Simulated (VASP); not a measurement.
## LiF in VASP 6.6.1, single-point calculation

INCAR

```
LCHARG = .FALSE.
NSW = 0
LWAVE = .FALSE.
NBANDS = 12
EDIFF = 1E-7
ISMEAR = 0
LREAL = .FALSE.
ISYM = 1
PREC = Accurate
METAGGA = R2SCAN
SIGMA = 0.01
IBRION = -1
NELM = 89
ALGO = Normal
ISIF = 2
ENCUT = 520
LASPH = .TRUE.
```

KPOINTS

```
KPOINTS created by Atomic Simulation Environment
0
Gamma
10 10 10
0 0 0
```

POSCAR

```
Li F
 1.0000000000000000
     2.5263234782000001    0.0000000000000000    0.0000000000000000
     0.0000000000000000    2.5263234782000001    0.0000000000000000
     0.0000000000000000    0.0000000000000000    2.5162584444000000
 Li  F
   1   1
Cartesian
  0.0000000000000000  0.0000000000000000  0.0000000000000000
  1.2631617390999998  1.2631617390999998  1.2581292221999998
```

The recommended PBE PAW datasets give the neutral cell 10 valence electrons.

Command

```
mpirun -np 1 vasp_std
```

OSZICAR

```
N       E                     dE             d eps       ncg     rms          rms(c)
DAV:   1     0.283663748116E+02    0.28366E+02   -0.55638E+03  3168   0.865E+02
DAV:   2    -0.133452727774E+02   -0.41712E+02   -0.40886E+02  3772   0.195E+02
DAV:   3    -0.143899517899E+02   -0.10447E+01   -0.10432E+01  3772   0.269E+01
DAV:   4    -0.144012608399E+02   -0.11309E-01   -0.11308E-01  3424   0.307E+00
DAV:   5    -0.144014249384E+02   -0.16410E-03   -0.16410E-03  3952   0.298E-01    0.383E+00
DAV:   6    -0.113068769973E+02    0.30945E+01   -0.64081E-01  3048   0.587E+00    0.154E+00
DAV:   7    -0.112820619025E+02    0.24815E-01   -0.54272E-01  3488   0.490E+00    0.124E+00
DAV:   8    -0.114491747197E+02   -0.16711E+00   -0.13395E+00  3096   0.775E+00    0.292E+00
DAV:   9    -0.112734282693E+02    0.17575E+00   -0.89359E-01  3104   0.593E+00    0.113E-01
DAV:  10    -0.112726282833E+02    0.79999E-03   -0.89994E-03  3404   0.962E-01    0.124E-01
DAV:  11    -0.112727927371E+02   -0.16445E-03   -0.17788E-04  3636   0.104E-01    0.129E-01
DAV:  12    -0.112725690761E+02    0.22366E-03   -0.20073E-03  3396   0.280E-01    0.945E-03
DAV:  13    -0.112725594553E+02    0.96208E-05   -0.20862E-05  3504   0.443E-02    0.727E-03
DAV:  14    -0.112725615666E+02   -0.21113E-05   -0.27134E-06  3916   0.125E-02    0.104E-03
DAV:  15    -0.112725613538E+02    0.21277E-06   -0.15314E-07  2280   0.331E-03    0.835E-05
DAV:  16    -0.112725611953E+02    0.15850E-06   -0.58145E-09  1780   0.764E-04    0.199E-04
DAV:  17    -0.112725612041E+02   -0.87647E-08   -0.45939E-09  1700   0.469E-04
   1 F= -.11272561E+02 E0= -.11272561E+02  d E =-.989570E-47
```

From OUTCAR

```
k-points           NKPTS =    126   k-points in BZ     NKDIM =    126   number of bands    NBANDS=     12

   NELECT =      10.0000    total number of electrons

   dimension x,y,z NGX =    20 NGY =   20 NGZ =   20
   dimension x,y,z NGXF=    40 NGYF=   40 NGZF=   40

  energy-cutoff  :      520.00
  volume of cell :       16.06
      direct lattice vectors                 reciprocal lattice vectors
     2.526323478  0.000000000  0.000000000     0.395832129  0.000000000  0.000000000
     0.000000000  2.526323478  0.000000000     0.000000000  0.395832129  0.000000000
     0.000000000  0.000000000  2.516258444     0.000000000  0.000000000  0.397415457

 k-points in reciprocal lattice and weights: KPOINTS created by Atomic Simulation Env
   0.00000000  0.00000000  0.00000000       0.001
   0.10000000  0.00000000  0.00000000       0.004
   0.20000000  0.00000000  0.00000000       0.004
   0.30000000  0.00000000  0.00000000       0.004
   0.40000000  0.00000000  0.00000000       0.004
   0.50000000  0.00000000  0.00000000       0.002
   0.10000000  0.10000000  0.00000000       0.004
   0.20000000  0.10000000  0.00000000       0.008
   ...

 E-fermi :  -0.0726

 k-point     1 :       0.0000    0.0000    0.0000
  band No.  band energies     occupation
      1     -44.1839      2.00000
      2     -22.3138      2.00000
      3      -0.9339      2.00000
      4      -0.9339      2.00000
      5      -0.8882      2.00000
      6       8.8468      0.00000
      7      19.9191      0.00000
      8      20.0235      0.00000
      9      23.0014      0.00000
     10      23.0014      0.00000
     11      23.1251      0.00000
     12      40.1724      0.00000

 k-point     2 :       0.1000    0.0000    0.0000
  band No.  band energies     occupation
      1     -44.1790      2.00000
      2     -22.2708      2.00000
      3      -1.2959      2.00000
      4      -0.8951      2.00000
      5      -0.8500      2.00000
      6       9.0779      0.00000
      7      18.7303      0.00000
      8      20.2379      0.00000
      9      22.9346      0.00000
     10      23.0619      0.00000
     11      24.8432      0.00000
     12      38.7664      0.00000

 k-point     3 :       0.2000    0.0000    0.0000
  band No.  band energies     occupation
      1     -44.1661      2.00000
      2     -22.1547      2.00000
      3      -2.1585      2.00000
      4      -0.7921      2.00000
      5      -0.7485      2.00000
      6       9.5694      0.00000
      7      17.2365      0.00000
      8      20.9564      0.00000
      9      22.7397      0.00000
     10      22.8779      0.00000
     11      28.2172      0.00000
     12      35.3453      0.00000

 k-point     4 :       0.3000    0.0000    0.0000
  band No.  band energies     occupation
      1     -44.1502      2.00000
      2     -22.0059      2.00000
      3      -3.1044      2.00000
      4      -0.6616      2.00000
      5      -0.6200      2.00000
      6       9.9792      0.00000
      7      16.2560      0.00000
      8      22.1542      0.00000
      9      22.4593      0.00000
     10      22.6111      0.00000
     11      31.7592      0.00000
     12      32.2413      0.00000

 ...

  Total       -0.2185229     -0.2185229     -0.0834699      0.0000000     -0.0000000      0.0000000
  in kB      -21.8008943    -21.8008943     -8.3273622      0.0000000     -0.0000000      0.0000000
  external PRESSURE =     -17.3097170 kB  Pullay stress =       0.0000000 kB

 POSITION                                       TOTAL-FORCE (eV/Angst)
 -----------------------------------------------------------------------------------
      0.00000      0.00000      0.00000         0.000000      0.000000      0.000000
      1.26316      1.26316      1.25813         0.000000      0.000000      0.000000
 -----------------------------------------------------------------------------------
    total drift:                                0.000000      0.000000      0.000000

  FREE ENERGIE OF THE ION-ELECTRON SYSTEM (eV)
  ---------------------------------------------------
  free  energy   TOTEN  =       -11.2725612041 eV

  energy  without entropy=      -11.2725612041  energy(sigma->0) =      -11.27256120
```

It converged. Results: gap between bands v and c on the k mesh 9.02 eV; least direct gap on the k mesh 9.73 eV; pressure -1.7 GPa. Band v is the last that the valence electrons fill when counted band by band, and c is the next.

For comparison, a separate r²SCAN run of the intended cell, on usual settings and not on those above, gives a gap of 9.02 eV on its mesh and a pressure of -1.7 GPa.

The run above took about 79 s on one core of a shared host (Intel Xeon Platinum 8488C) and held 0.13 GiB at most.
